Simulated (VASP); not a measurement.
Energy against volume of LiI (rock salt). Method: PBE0 hybrid, VASP's PBE PAW potentials (set 64) (plane waves; VASP 6.6.1).

```
V (Å³/atom)  E (eV/atom)
-----------  -----------
24.817          -3.57910
25.635          -3.58627
26.453          -3.58931
27.271          -3.58884
28.089          -3.58541
```

Problem. Fit a third-order Birch-Murnaghan equation of state.

Solution. 
```yaml
volume_per_atom: 26.74 Å³/atom
bulk_modulus: 21.1 GPa
pressure_derivative_of_the_bulk_modulus: 4.45
lattice_constant_a: 5.981 Å
```

The compound is LiI in the rock salt structure. It was relaxed first. The cell's shape comes from a PBE relaxation.
